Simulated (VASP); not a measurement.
# Vacuum and the quasiparticle gap of a sheet of P, part 5 of 5

How does the G0W0 gap of a single sheet of P depend on the vacuum between its repeats?

VASP 6.6.1, plane waves and PAW; the level of theory is named at each step.

So far, quasiparticle gap on the mesh (eV): step 5 (G0W0, box 9 Å, bands in the sums 152) 1.91; step 8 (G0W0, box 10.5 Å, bands in the sums 176, height 10.5) 1.94; step 11 (G0W0, box 12 Å, bands in the sums 200, height 12) 1.98; step 14 (G0W0, box 16 Å, bands in the sums 264, height 16) 2.07.

### Step 15. Ground state with more vacuum, box 21 Å, height 21

This step: PBE; plane waves and PAW (P_GW) (VASP 6.6.1).

The cell is made 21 Å high around the same sheet, and the chain is run again; the band count grows with the volume, so that the sums reach the same energy.

File INCAR:

```
SYSTEM = P
PREC = Accurate
ENCUT = 300
EDIFF = 1E-08
NELM = 100
ISMEAR = 0
SIGMA = 0.01
LREAL = .FALSE.
ALGO = Normal
GGA = PE
NBANDS = 11
LORBIT = 11
LWAVE = .TRUE.
LCHARG = .FALSE.
KPAR = 8
```

File POSCAR:

```
P
1.0
    3.1002073000      0.0000000000      0.0000000000
   -1.5501036500      2.6848582788      0.0000000000
    0.0000000000      0.0000000000     21.0000000000
P
2
Direct
    0.3333333333      0.6666666667      0.4695908588
    0.6666666667      0.3333333333      0.5304091412
```

File KPOINTS:

```
Automatic mesh
0
Gamma
9 9 1
0 0 0
```

The projector-augmented-wave data sets are P_GW (PBE family, release 64).

On the command line:

```sh
$ mpirun -np 8 vasp_std
```

Log:

```text
[... set-up lines as in an earlier step ...]
 entering main loop
       N       E                     dE             d eps       ncg     rms          rms(c)
DAV:   1     0.501527491935E+02    0.50153E+02   -0.25650E+03   264   0.405E+02
DAV:   2    -0.682237175150E+01   -0.56975E+02   -0.53019E+02   433   0.121E+02
DAV:   3    -0.105632039931E+02   -0.37408E+01   -0.37288E+01   373   0.368E+01
DAV:   4    -0.106710330451E+02   -0.10783E+00   -0.10775E+00   441   0.642E+00
[...]
DAV:  20    -0.104994987258E+02   -0.10672E-06   -0.41559E-10   350   0.898E-05    0.155E-05
DAV:  21    -0.104994987843E+02   -0.58494E-07   -0.47425E-10   268   0.992E-05    0.556E-06
DAV:  22    -0.104994987891E+02   -0.47831E-08   -0.11273E-11   294   0.252E-05
   1 F= -.10499499E+02 E0= -.10499499E+02  d E =-.241433E-26
 writing wavefunctions
```

Run time: 12 s. Hardware: 8 MPI ranks of Intel Xeon Platinum 8488C (Sapphire Rapids), shared host; peak memory 1.6 GiB; 81 s of CPU time.

From OUTCAR (step 15):

```text
  Total        3.1753851      3.1753851      0.0933582      0.0000000      0.0000000     -0.0000000
  in kB       29.1055355     29.1055355      0.8557196      0.0000000      0.0000000     -0.0000000
  external PRESSURE =      19.6889302 kB  Pullay stress =       0.0000000 kB

 POSITION                                       TOTAL-FORCE (eV/Angst)
 -----------------------------------------------------------------------------------
     -0.00000      1.78991      9.86141         0.000000      0.000000     -0.132960
      1.55010      0.89495     11.13859        -0.000000     -0.000000      0.132960
 -----------------------------------------------------------------------------------
    total drift:                                0.000000     -0.000000      0.000000

  FREE ENERGIE OF THE ION-ELECTRON SYSTEM (eV)
  ---------------------------------------------------
  free  energy   TOTEN  =       -10.4994987891 eV

  energy  without entropy=      -10.4994987891  energy(sigma->0) =      -10.49949879

[... 1 part as in an earlier step ...]

[... 2 further parts left out ...]
[key lines of the parts left out:]
E-fermi :  -3.0086
```

### Step 16. Empty bands, box 21 Å, height 21

The empty bands are made again, for the run that follows.

File INCAR:

```
SYSTEM = P
PREC = Accurate
ENCUT = 300
ISMEAR = 0
SIGMA = 0.01
LREAL = .FALSE.
GGA = PE
NBANDS = 344
ALGO = Exact
NELM = 1
LWAVE = .TRUE.
LCHARG = .FALSE.
LOPTICS = .TRUE.
NEDOS = 1000
CSHIFT = 0.1
```

POSCAR is that of step 15.

KPOINTS is that of step 15.

On the command line:

```sh
$ mpirun -np 8 vasp_std
```

Log:

```text
[banner, memory and clock lines left out]
running    8 mpi-ranks, on    1 nodes
[...]
[... a notice as in an earlier step ...]

 LDA part: xc-table for (Slater+PW92), standard interpolation
 found WAVECAR, reading the header
  number of bands has changed, file:    11 present:   344
  trying to continue reading WAVECAR, but it might fail
 POSCAR, INCAR and KPOINTS ok, starting setup
[...]
reading WAVECAR
 random initialization beyond band           11
 the WAVECAR file was read successfully
 initial charge from wavefunction
 entering main loop
       N       E                     dE             d eps       ncg     rms          rms(c)
DIA:   1    -0.104994987892E+02   -0.10499E+02    0.00000E+00     0   0.000E+00
   1 F= -.10499499E+02 E0= -.10499499E+02  d E =-.103391E-15
 writing wavefunctions
 optical routines
 imaginary and real dielectric function
 recalculating local potential from charge density
 direction            1
 direction            2
 direction            3
```

Elapsed: 74 s, on 8 MPI ranks; peak memory 2.4 GiB; 8.6 min of CPU time.

Parts of OUTCAR (step 16):

```text
  Total        3.1753859      3.1753859      0.0933694      0.0000000      0.0000000      0.0000000
  in kB       29.1055428     29.1055428      0.8558222      0.0000000      0.0000000      0.0000000
  external PRESSURE =      19.6889693 kB  Pullay stress =       0.0000000 kB

 POSITION                                       TOTAL-FORCE (eV/Angst)
 -----------------------------------------------------------------------------------
     -0.00000      1.78991      9.86141        -0.000000     -0.000000     -0.132962
      1.55010      0.89495     11.13859         0.000000      0.000000      0.132962
 -----------------------------------------------------------------------------------
    total drift:                                0.000000     -0.000000      0.000000

  FREE ENERGIE OF THE ION-ELECTRON SYSTEM (eV)
  ---------------------------------------------------
  free  energy   TOTEN  =       -10.4994987892 eV

  energy  without entropy=      -10.4994987892  energy(sigma->0) =      -10.49949879

[... 1 part as in an earlier step ...]

[... 2 further parts left out ...]
[key lines of the parts left out:]
E-fermi :  -3.0282
```

WAVECAR now holds 344 bands for 10 electrons.

### Step 17. G0W0, box 21 Å, bands in the sums 344, height 21

This step: G0W0 on PBE; plane waves and PAW (P_GW) (VASP 6.6.1).

File INCAR:

```
SYSTEM = P
PREC = Accurate
ENCUT = 300
ISMEAR = 0
SIGMA = 0.01
LREAL = .FALSE.
GGA = PE
NBANDS = 344
ALGO = EVGW0
NELMGW = 1
ENCUTGW = 90
NOMEGA = 48
PRECFOCK = Fast
NBANDSGW = 16
LWAVE = .FALSE.
LCHARG = .FALSE.
```

POSCAR is that of step 16.

KPOINTS is that of step 16.

On the command line:

```sh
$ mpirun -np 8 vasp_std
```

Log:

```text
[banner, memory and clock lines left out]
running    8 mpi-ranks, on    1 nodes
[...]
[... a notice as in an earlier step ...]

 [... a notice as in an earlier step ...]

 LDA part: xc-table for (Slater+PW92), standard interpolation
 found WAVECAR, reading the header
 POSCAR, INCAR and KPOINTS ok, starting setup
[...]
reading WAVECAR
 the WAVECAR file was read successfully
 initial charge from wavefunction
 available memory per node:     58.02 GB, setting MAXMEM to     59414

 The Fermi energy was updated, please check that it is located mid-gap
 values below the HOMO (VB) or above the LUMO (CB) will cause erroneous energies
 E-fermi :  -2.5388

 calculate exact exchange contribution
 the WAVEDER file was read successfully
energies w=
    0.000    0.000    0.452    0.000    0.902    0.000    1.348    0.000
    1.789    0.000    2.224    0.000    2.652    0.000    3.072    0.000
    3.485    0.000    3.889    0.000    4.287    0.000    4.678    0.000
[...]
total number of BLAS operations       6129.80 Gflops
NQ=   8    0.3333    0.1111    0.0000,
|.........|.........|.........|.........|.........|.........|.........|.........
 performed       7578000 updates of chi_q(r,r)
 total number of BLAS operations       7202.00 Gflops
NQ=   9    0.4444    0.1111    0.0000,
|.........|.........|.........|.........|.........|.........|.........|.........
 performed       8546000 updates of chi_q(r,r)
 total number of BLAS operations       8055.66 Gflops
NQ=  10    0.2222    0.2222    0.0000,
|.........|.........|.........|.........|.........|.........|.........|.........
 performed       9514000 updates of chi_q(r,r)
 total number of BLAS operations       8940.45 Gflops
NQ=  11    0.3333    0.2222    0.0000,
|.........|.........|.........|.........|.........|.........|.........|.........
 performed      10680000 updates of chi_q(r,r)
 total number of BLAS operations       9938.09 Gflops
NQ=  12    0.3333    0.3333    0.0000,
|.........|.........|.........|.........|.........|.........|.........|.........
 performed      11207000 updates of chi_q(r,r)
 total number of BLAS operations      10349.10 Gflops
 resolving degeneracies of screened two electron integrals

 calculate QP shifts <psi_nk| G(iteration)W_0 |psi_nk>: iteration 1
 entering main loop
```

Run time: 2.9 min. Hardware: 8 MPI ranks; peak memory 3.3 GiB; 20 min of CPU time.

OUTCAR, selected parts (step 17):

```text
 QP shifts <psi_nk| G(iteration)W_0 |psi_nk>: iteration 1
 for sc-GW calculations column KS-energies equals QP-energies in previous step
 and V_xc(KS)=  KS-energies - (<T + V_ion + V_H > + <T+V_H+V_ion>^1  + <V_x>^1)
 k-point   1 :       0.0000    0.0000    0.0000
  band No.  KS-energies  QP-energies   sigma(KS)   V_xc(KS)     V^pw_x(r,r')   Z            occupation Imag(sigma)
    ...
      2     -10.7841     -11.3719     -11.9001     -11.0385     -16.5472       0.6823       2.0000       0.7463
      3      -4.7512      -5.6046     -11.2855     -10.1046     -12.9136       0.7227       2.0000       0.0896
      4      -3.0810      -3.5825     -13.8798     -13.2217     -14.5603       0.7619       2.0000       0.0575
      5      -3.0810      -3.5825     -13.8798     -13.2217     -14.5603       0.7619       2.0000       0.0575
      6       0.9157       1.7040     -11.1260     -12.1996      -7.0253       0.7343       0.0000      -0.0830
      7       0.9157       1.7040     -11.1260     -12.1996      -7.0253       0.7343       0.0000      -0.0830
      8       1.3277       1.4156      -3.3152      -3.4196      -1.1944       0.8414       0.0000      -0.0563
      9       1.7928       2.6842     -11.4147     -12.5931      -7.0705       0.7565       0.0000      -0.0810
    ...

[... 1 part as in an earlier step ...]

[... 2 further parts left out ...]
[key lines of the parts left out:]
E-fermi :  -2.5388
```

The gap is now 2.159 eV, +251 meV against the lowest cell. Of the change against the lowest cell, -3 meV is already in the starting gap. The sheet keeps a typed, unrelaxed lattice constant, and the Coulomb interaction between its repeats isn't cut.

### Step 18. Summary

This step: GW series: G0W0 on PBE; plane waves and PAW (VASP 6.6.1).

Derived from the runs above.

Gaps by cell height:

```tsv
cell height (Å)	bands	Kohn-Sham gap at PBE (eV)	quasiparticle gap (eV)	direct quasiparticle gap (eV)	cost (core minutes)
9	152	1.087	1.908	3.587	4.56
10.5	176	1.085	1.942	3.622	5.63
12	200	1.085	1.979	3.656	6.99
16	264	1.084	2.067	3.738	18.88
21	344	1.084	2.159	3.825	32.68
```

### Step 19. Summary of results

- G0W0 on PBE, 152 bands, ENCUTGW 90 eV, NOMEGA 48, mesh 9×9×1: 1.087 → 1.908 eV

In words: G0W0 gives a quasiparticle gap of 1.908 eV on the mesh in the lowest cell, 0.82 eV over the PBE gap on the same mesh. On mesh and path the starting valence top lies at Γ and the conduction bottom at (0.333, 0.333), so the starting gap is indirect. Both points lie on the GW mesh. From a height of 9 to 21 Å the starting gap changes by -3 meV and the G0W0 gap by +251 meV: the repeated sheets screen one another through the long-range Coulomb interaction, which isn't cut here. A line against one over the height, fitted to all points, misses them by up to 20 meV and gives 2.33 eV at infinite height. Fitted without the tallest cell, the line predicts 2.107 eV for it, against 2.159 eV computed. The in-plane mesh is fixed, and for a sheet its error grows with the height, so the extrapolated value isn't the converged gap of the free sheet. Bands, response cutoff and mesh weren't tested for convergence. The in-plane lattice constant was typed and not relaxed; the sheet is compressed, by 6.1 N/m, and the gaps belong to that strained sheet. Not tabulated here, as repeats of values shown or as unfit to read for their mesh, reference level or band range: pressures of a box with vacuum or a charge (ground state, ground state with more vacuum, relaxation); gaps (empty bands, relaxation); eps2 curves (empty bands); eps1 curves and static values (empty bands).

[Lines on the potential files, build, host, timing and source positions are cut from VASP's logs without a mark.]

[Logs are printed without paths, hosts, clocks, repeated set-up lines and the standing remarks that a program may print on its own settings, such as how far it seeks lower states.]

[Hosts, paths, dates, database ids (printed as entryN), source tags and the programs' standing remarks are cut or masked in the printed files.]

[Pressures printed for these runs are not shown converged in the cutoff: they can be off by several GPa and have the wrong sign.]
